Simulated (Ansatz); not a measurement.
# C: rattled cells

The task, for C: see what random moves of the atoms cost.

A COD entry behind a cell of this session may itself be a prediction, so a difference from it is no test against experiment.

Computed with Ansatz 0.2.0 (DFT r2SCAN, scalar-relativistic, plane waves, PAW, unless a step's input says otherwise).

1 further run of the same task is left out (set aside as unsound or not needed). Runs told in other sessions of the task aren't counted.

### Step 1. The starting structure

The structure is hexagonal, space group P6_3/mmc (No. 194). Conventional cell: a = 2.510 Å, b = 2.510 Å, c = 8.280 Å, α = 90.00°, β = 90.00°, γ = 120.00°. C (site symmetry 3m) has 4 C at 1.54 Å in its first shell of neighbours. C (site symmetry 3m) is surrounded by 4 C at 1.54 to 1.57 Å.

Structure file:

```
C
1.0
     2.50984    0.00000    0.00000
    -1.25492    2.17358    0.00000
     0.00000    0.00000    8.28032
C
8
Direct
  0.00000 0.00000 0.09293
  0.00000 0.00000 0.59293
  0.00000 0.00000 0.40707
  0.00000 0.00000 0.90707
  0.33333 0.66667 0.15550
  0.66667 0.33333 0.65550
  0.33333 0.66667 0.34450
  0.66667 0.33333 0.84450
```

This cell was relaxed beforehand with the same method: volume 5.65 Å³/atom, gap on the mesh 4.80 eV.

### Step 2. The reference cell

The reference gives a free energy of -2012.3620 eV, pressure 0.00 GPa, largest force 0.002 eV/Å and gap on the mesh 4.80 eV. It was computed beforehand with the settings of the runs below.

### Step 3. Next: rattled cells

All atoms are moved at random with no net shift, in some cells together with a random strain.

### Step 4. Point rms move = 0.117 Å

Input file input.yaml:

```yaml
crystal:
  lattice:
    - [2.5098396852, 0.0, 0.0]
    - [-1.2549198426, 2.1735849268, 0.0]
    - [0.0, 0.0, 8.2803246248]
  atoms:
    - { symbol: C, position: [-0.0195994883, -0.0628567017, 0.0903934187] }
    - { symbol: C, position: [-0.0308897836, 0.0442473481, 0.5870825235] }
    - { symbol: C, position: [0.0125170633, 0.0176118747, 0.4112698347] }
    - { symbol: C, position: [0.0575913727, 0.0056012487, 0.912626583] }
    - { symbol: C, position: [0.3220249662, 0.6765884464, 0.1692608701] }
    - { symbol: C, position: [0.6554214518, 0.3384234606, 0.6448483301] }
    - { symbol: C, position: [0.3051592485, 0.6333978886, 0.3442301133] }
    - { symbol: C, position: [0.6977751694, 0.3469864347, 0.8402883266] }
basis:
  ecutwfc: 500
kpoints:
  mp_grid: { grid: [12, 12, 4] }
hamiltonian:
  xc: r2scan
scf:
  occupations: { method: gaussian, width: 0.05 }
output:
  forces: true
  stress: true
  eigenvalues: true
```

Launch:

```sh
> ansatz run input.yaml --threads 2 --pin off --max-ram 5120MiB --backend cpu --events-out ev --progress --plain --runs-dir out
```

The program printed, cut to the lines that bear on the results:

```text
Warning: RAYON_NUM_THREADS=2 ignored (pool sized by the plan → 2); use --threads N
[...]
Pseudopotentials: kind: paw
Pseudopotential: C, paw, valence charge 4, recommended cutoff 500 eV (meta_gga), C.paw.azcp
Functional definition: r2SCAN
[...]
Crystal: 8 atoms, lattice volume = 45.172 Å³
Basis set: ecut = 500 eV, 1165 PW (Γ), exchange–correlation on 80×80×256 points (64 copies of the dense FFT grid, shifted against one another)
Bands: 24, of which v1, the nominal top of the filled ones, is band 16 counted from 1 (15 counted from 0)
Symmetry: 1 space group operations
Space group: P1 (ITA 1), of the structure as read, at distance tolerance 3.6e-5 Å
k-points: 292 of 576 (time reversal used)
[...]
SCF iter   1: F=—  HF=-2010.242979 eV  |F-HF|=—  |Δ(HF+E_count)|=         —  Δρ=1.03e-2  dr2=2.37e-2  dr2_τ=1.58e0  ethr=1.77e-3  ⟨swp⟩=5.9  Hψ=35302  notcnv=0  defer=192
[...]
SCF iter   8: F=-2010.458233 eV  HF=-2010.458233 eV  |F-HF|=3.48e-8  |Δ(HF+E_count)|=   8.04e-8  Δρ=1.65e-5  dr2=4.54e-8  dr2_τ=5.70e-9  ethr=3.13e-10  ⟨swp⟩=7.9  Hψ=31470  notcnv=0
[...]
SCF converged after 8 iterations
Free energy (F): -2010.458233 eV
[...]
E sigma→0 (E₀):  -2010.458233 eV
Fermi energy:    16.495477 eV
[...]
--- Forces (eV/Å), atoms counted from 1 ---
  atom   1  C     -1.47414272     3.91209787     3.69268763
  atom   2  C      5.11325609    -3.55407697     0.23473133
  atom   3  C     -1.59953874    -3.19646109    -2.15201420
  atom   4  C     -2.77906126    -0.62426140    -3.30409487
  atom   5  C      2.17027470    -3.32206612    -5.37604614
  atom   6  C     -3.47370070     3.09915816     3.59896536
  atom   7  C      0.69554550     4.15555766     1.87737676
  atom   8  C      1.34737020    -0.46994242     1.42837733
[...]
--- Stress (GPa, compression-positive) ---
        6.322881      -2.866750      -1.554196
       -2.866754       9.372028      -1.317744
       -1.554197      -1.317755       9.436122
  P = ⅓ Tr σ = 8.3770 GPa (83.770 kbar)
--- Band table (eV; the first three rows and the last of 292) ---
  k-point 0: bands = ["-9.5935", "-7.7600", "-7.4744", "-3.3880", "-1.1425", "5.6118", "6.0038", "9.3198", "10.1545", "10.4938", "11.3409", "12.3543", "12.6078", "13.2311", "14.1665", "15.5022", "17.5860", "18.3997", "19.0891", "19.6555", "20.1130", "21.3614", "21.9069"]
[...]
```

Run time: 8.3 s. Hardware: 2 threads of AMD EPYC 9R45 (Zen 5), shared host; peak memory 0.76 GiB.

### Step 5. Point rms move = 0.416 Å

Input file input.yaml:

```yaml
crystal:
  lattice:
    - [2.5098396852, 0.0, 0.0]
    - [-1.2549198426, 2.1735849268, 0.0]
    - [0.0, 0.0, 8.2803246248]
  atoms:
    - { symbol: C, position: [0.0635854342, -0.0135586454, 0.1101616728] }
    - { symbol: C, position: [-0.0669148929, -0.1402105922, 0.5549904431] }
    - { symbol: C, position: [0.1144054438, 0.0805080178, 0.3590515686] }
    - { symbol: C, position: [-0.0454485965, 0.1989001867, 0.9479255089] }
    - { symbol: C, position: [0.1483821874, 0.5024540254, 0.1285280821] }
    - { symbol: C, position: [0.7218508856, 0.3138529557, 0.6638628341] }
    - { symbol: C, position: [0.390902088, 0.7039927543, 0.3962868883] }
    - { symbol: C, position: [0.6732374504, 0.3540612978, 0.8391930022] }
basis:
  ecutwfc: 500
kpoints:
  mp_grid: { grid: [12, 12, 4] }
hamiltonian:
  xc: r2scan
scf:
  occupations: { method: gaussian, width: 0.05 }
output:
  forces: true
  stress: true
  eigenvalues: true
```

Launch:

```sh
> ansatz run input.yaml --threads 2 --pin off --max-ram 5120MiB --backend cpu --events-out ev --progress --plain --runs-dir out
```

The program printed, cut to the lines that bear on the results:

```text
Warning: RAYON_NUM_THREADS=2 ignored (pool sized by the plan → 2); use --threads N
[...]
[... 3 set-up lines as earlier in the session ...]
[...]
Crystal: 8 atoms, lattice volume = 45.172 Å³
Basis set: ecut = 500 eV, 1165 PW (Γ), exchange–correlation on 80×80×256 points (64 copies of the dense FFT grid, shifted against one another)
Bands: 24, of which v1, the nominal top of the filled ones, is band 16 counted from 1 (15 counted from 0)
[... 2 set-up lines as earlier in the session ...]
k-points: 292 of 576 (time reversal used)
[...]
SCF iter   1: F=—  HF=-1994.543361 eV  |F-HF|=—  |Δ(HF+E_count)|=         —  Δρ=2.23e-2  dr2=2.28e-1  dr2_τ=1.65e0  ethr=1.77e-3  ⟨swp⟩=6.3  Hψ=36840  notcnv=0  defer=233
[...]
SCF converged after 10 iterations
Free energy (F): -1994.714508 eV
[...]
E sigma→0 (E₀):  -1994.713891 eV
Entropy (-TS):   -0.001234 eV (-0.154 meV/atom)
Fermi energy:    14.746473 eV
[...]
--- Forces (eV/Å), atoms counted from 1 ---
  atom   1  C     -0.74031502    -8.55018115    -3.48358161
  atom   2  C     -2.39602575     1.15775655     7.56019899
  atom   3  C     -2.32667848    -3.18588878     5.58871100
  atom   4  C      6.90213394    -1.17653930    -1.38048305
  atom   5  C     -1.59337349     9.54510044    -1.16323213
  atom   6  C     -0.54661059    -0.97619177    -3.13861165
  atom   7  C      4.29554468     3.34686136    -2.53886482
  atom   8  C     -3.59462619    -0.16090605    -1.44417133
[...]
--- Stress (GPa, compression-positive) ---
       53.237639      -2.942730       6.905052
       -2.942741     103.867282       8.320591
        6.905046       8.320592      14.276131
  P = ⅓ Tr σ = 57.1270 GPa (571.270 kbar)
--- Band table (eV; the first three rows and the last of 292) ---
[... band rows left out ...]
[...]
```

Wall time 9.5 s (2 threads of AMD EPYC 9R45 (Zen 5), shared host); peak memory 0.77 GiB.

### Step 6. rms move = 0.085 Å

Input file input.yaml:

```yaml
crystal:
  lattice:
    - [2.7175623112, -0.0543884393, -0.0104516835]
    - [-1.4058829257, 2.3552909659, -0.0758219365]
    - [-0.0344816177, -0.3087534819, 7.7875134175]
  atoms:
    - { symbol: C, position: [0.0073047504, -0.0272441891, 0.0984601329] }
    - { symbol: C, position: [0.0488015761, 0.0105714828, 0.5939843833] }
    - { symbol: C, position: [0.0081381703, 0.0034272674, 0.3996484018] }
    - { symbol: C, position: [-0.0118800715, 0.0474765992, 0.9055065891] }
    - { symbol: C, position: [0.3450525685, 0.6756460386, 0.1559310587] }
    - { symbol: C, position: [0.6452773949, 0.3156530315, 0.6506626732] }
    - { symbol: C, position: [0.3079004882, 0.6406871807, 0.350772383] }
    - { symbol: C, position: [0.649405123, 0.3337825889, 0.845034378] }
basis:
  ecutwfc: 500
kpoints:
  mp_grid: { grid: [12, 12, 4] }
hamiltonian:
  xc: r2scan
scf:
  occupations: { method: gaussian, width: 0.05 }
output:
  forces: true
  stress: true
  eigenvalues: true
```

Launch:

```sh
> ansatz run input.yaml --threads 2 --pin off --max-ram 5120MiB --backend cpu --events-out ev --progress --plain --runs-dir out
```

The program printed, cut to the lines that bear on the results:

```text
Warning: RAYON_NUM_THREADS=2 ignored (pool sized by the plan → 2); use --threads N
[...]
[... 3 set-up lines as earlier in the session ...]
[...]
Crystal: 8 atoms, lattice volume = 49.181 Å³
Basis set: ecut = 500 eV, 1219 PW (Γ), exchange–correlation on 80×96×240 points (64 copies of the dense FFT grid, shifted against one another)
Bands: 24, of which v1, the nominal top of the filled ones, is band 16 counted from 1 (15 counted from 0)
[... 1 set-up line as earlier in the session ...]
Space group: P1 (ITA 1), of the structure as read, at distance tolerance 3.7e-5 Å
k-points: 292 of 576 (time reversal used)
[...]
SCF iter   1: F=—  HF=-2007.938536 eV  |F-HF|=—  |Δ(HF+E_count)|=         —  Δρ=1.07e-2  dr2=2.00e-2  dr2_τ=1.23e0  ethr=1.77e-3  ⟨swp⟩=6.1  Hψ=34126  notcnv=0  defer=130
[...]
SCF iter   7: F=-2008.138339 eV  HF=-2008.138339 eV  |F-HF|=1.54e-8  |Δ(HF+E_count)|=   4.30e-7  Δρ=1.62e-5  dr2=7.78e-8  dr2_τ=9.89e-9  ethr=3.13e-10  ⟨swp⟩=7.4  Hψ=32156  notcnv=0
[...]
SCF converged after 7 iterations
Free energy (F): -2008.138339 eV
[...]
E sigma→0 (E₀):  -2008.138339 eV
Fermi energy:    13.849056 eV
[...]
--- Forces (eV/Å), atoms counted from 1 ---
  atom   1  C     -2.09716987     2.97801509    -2.47849023
  atom   2  C     -4.63014382    -2.14154587    -2.72102516
  atom   3  C     -0.93863191    -1.70536911     4.12717663
  atom   4  C      2.33901779    -3.60275845     1.43388609
  atom   5  C      0.79775300    -2.03086803     0.71295933
  atom   6  C      4.00234824     2.38689739     2.15013061
  atom   7  C      1.57557377     2.33759216    -2.78542308
  atom   8  C     -1.04872413     1.77804407    -0.43921935
[...]
--- Stress (GPa, compression-positive) ---
      -73.245524      19.198991       1.791474
       19.198989     -62.361751      37.339871
        1.791474      37.339877      69.766639
  P = ⅓ Tr σ = -21.9469 GPa (-219.469 kbar)
--- Band table (eV; the first three rows and the last of 292) ---
[... band rows left out ...]
[...]
```

Wall time 9.9 s (2 threads of AMD EPYC 9R45 (Zen 5), shared host); peak memory 0.81 GiB.

### Step 7. At rms move = 0.317 Å

Input file input.yaml:

```yaml
crystal:
  lattice:
    - [2.2579921463, -0.1036605776, 0.0672752465]
    - [-1.2187687668, 2.2580098434, -0.0776249385]
    - [0.2219507818, -0.1675707468, 8.4996897146]
  atoms:
    - { symbol: C, position: [0.0708327342, 0.1935960743, 0.1112604221] }
    - { symbol: C, position: [-0.0758909639, -0.1308838663, 0.5426863544] }
    - { symbol: C, position: [-0.0132744255, 0.1033723327, 0.4027578575] }
    - { symbol: C, position: [0.0357023669, 0.0110266623, 0.9184144637] }
    - { symbol: C, position: [0.3134269727, 0.5106797699, 0.1692919579] }
    - { symbol: C, position: [0.6473468146, 0.2917765742, 0.6727710433] }
    - { symbol: C, position: [0.3698675767, 0.7197005751, 0.3609280133] }
    - { symbol: C, position: [0.6519889244, 0.3007318777, 0.8218898877] }
basis:
  ecutwfc: 500
kpoints:
  mp_grid: { grid: [12, 12, 4] }
hamiltonian:
  xc: r2scan
scf:
  occupations: { method: gaussian, width: 0.05 }
output:
  forces: true
  stress: true
  eigenvalues: true
```

Launch:

```sh
> ansatz run input.yaml --threads 2 --pin off --max-ram 5120MiB --backend cpu --events-out ev --progress --plain --runs-dir out
```

The program printed, cut to the lines that bear on the results:

```text
[...]
SCF converged after 11 iterations
Free energy (F): -1978.828771 eV
[...]
E sigma→0 (E₀):  -1978.828015 eV
Entropy (-TS):   -0.001511 eV (-0.189 meV/atom)
Fermi energy:    15.649767 eV
[...]
--- Forces (eV/Å), atoms counted from 1 ---
  atom   1  C    -22.33768651   -87.06153469   -66.13548384
  atom   2  C      0.44549826     2.41993676    17.29804222
  atom   3  C      8.79779208     0.21846676     0.11095264
  atom   4  C     -2.56864576    -0.06806197    -3.46958345
  atom   5  C     22.27247540    87.54031442    63.31815877
  atom   6  C     -0.21811050    -1.33250284   -15.08569460
  atom   7  C     -7.80555293    -2.97469703    -9.17723158
  atom   8  C      1.41419544     1.25810071    13.14072759
[...]
--- Stress (GPa, compression-positive) ---
      170.603963      97.152589      36.356510
       97.152609     281.229939     141.197633
       36.356509     141.197635     142.819062
  P = ⅓ Tr σ = 198.2177 GPa (1982.177 kbar)
--- Band table (eV; the first three rows and the last of 292) ---
  k-point 0: bands = ["-11.2491", "-7.8001", "-6.5870", "-3.1124", "-1.6744", "3.7323", "5.5694", "7.2825", "9.2579", "12.4193", "12.8309", "12.9528", "13.9531", "15.2816", "15.6601", "16.0293", "17.7027", "18.2889", "18.9438", "20.4584", "21.1270", "21.8578", "24.0858", "24.2833"]
[...]
```

It took 10 s on 2 threads of AMD EPYC 9R45 (Zen 5), shared host; peak memory 0.72 GiB.

### Step 8. At rms move = 0.275 Å

Input file input.yaml:

```yaml
crystal:
  lattice:
    - [2.502906854, -0.005035245, 0.1268292335]
    - [-1.2558140771, 2.183977289, -0.0345310288]
    - [0.41842801, 0.1100327303, 8.1839946853]
  atoms:
    - { symbol: C, position: [-0.0199409144, -0.0414885623, 0.0787397691] }
    - { symbol: C, position: [-0.0217328074, -0.136969509, 0.6212781421] }
    - { symbol: C, position: [-0.0438385069, 0.0157446067, 0.4080181283] }
    - { symbol: C, position: [0.1079522678, 0.0865754194, 0.9149630033] }
    - { symbol: C, position: [0.2181730392, 0.5496768454, 0.1616306276] }
    - { symbol: C, position: [0.7452610086, 0.4659218035, 0.6184592128] }
    - { symbol: C, position: [0.3734558334, 0.6679073802, 0.3346202862] }
    - { symbol: C, position: [0.6406700797, 0.3926320161, 0.8622908305] }
basis:
  ecutwfc: 500
kpoints:
  mp_grid: { grid: [12, 12, 4] }
hamiltonian:
  xc: r2scan
scf:
  occupations: { method: gaussian, width: 0.05 }
output:
  forces: true
  stress: true
  eigenvalues: true
```

Launch:

```sh
> ansatz run input.yaml --threads 2 --pin off --max-ram 5120MiB --backend cpu --events-out ev --progress --plain --runs-dir out
```

The program printed, cut to the lines that bear on the results:

```text
[...]
SCF converged after 11 iterations
Free energy (F): -1984.121768 eV
[...]
E sigma→0 (E₀):  -1984.121173 eV
Entropy (-TS):   -0.001190 eV (-0.149 meV/atom)
Fermi energy:    14.568839 eV
[...]
--- Forces (eV/Å), atoms counted from 1 ---
  atom   1  C     -1.66162684    -2.35200412     9.56682108
  atom   2  C     11.34322075   103.36562158    -3.08603965
  atom   3  C      4.53858514    -0.07967847    -3.31485706
  atom   4  C    -14.01641889    -9.32796362    -0.72794419
  atom   5  C      3.39690259     5.14133081    -4.01387030
  atom   6  C    -12.73614443  -103.28341871     3.30678875
  atom   7  C     -5.92486334    -1.53659592     3.58000656
  atom   8  C     15.06045372     8.07281292    -5.31076171
[...]
--- Stress (GPa, compression-positive) ---
       53.886371      33.743217     -31.840848
       33.743231     342.681321       0.195527
      -31.840856       0.195504      64.926442
  P = ⅓ Tr σ = 153.8314 GPa (1538.314 kbar)
--- Band table (eV; the first three rows and the last of 292) ---
  k-point 0: bands = ["-10.0266", "-8.2973", "-7.3695", "-3.7023", "-0.8186", "4.6123", "5.3598", "6.9466", "7.5761", "9.8692", "10.6513", "11.3793", "13.5194", "13.8804", "15.1732", "15.8280", "16.1761", "16.4720", "17.6264", "18.4464", "20.2692", "20.9171", "21.8312", "22.2293"]
[...]
```

It took 11 s on 2 threads of AMD EPYC 9R45 (Zen 5), shared host; peak memory 0.75 GiB.

### Step 9. Results of the scan

Collected from the runs (energy zero: the undisturbed cell):

```tsv
rms move (Å)	ΔE (meV/atom)	largest force (eV/Å)	shortest distance (Å)	pressure (GPa)	gap on the mesh (eV)
0.000	0.0	0.00	1.54	0.0	4.80
0.085	528.0	5.78	1.43	-21.9	0.54
0.117	238.0	6.68	1.41	8.4	1.99
0.275	3530.0	104.12	0.87	153.8	0.00
0.317	4191.7	111.59	0.85	198.2	0.00
0.416	2205.9	9.75	1.21	57.1	0.00
```

Where the gap reads zero, the mesh chosen for the insulator is on the coarse side.

### Step 10. Summary of results

```
      quantity                                      value
costliest cell  4191.7 meV/atom at an rms move of 0.317 Å
```

The cost runs from 238.0 to 4191.7 meV/atom. Energy over the square of the rms move lies between 12.8 and 73.6 eV/Å² per atom; a harmonic solid under isotropic random moves would keep it roughly constant, while strain and close contacts change it. The gap on the mesh, 4.80 eV at the start, reads zero at rms move = 0.275. Where forces pass 15 eV/Å atoms stand far too close, the PAW spheres overlap strongly and those numbers are rough.
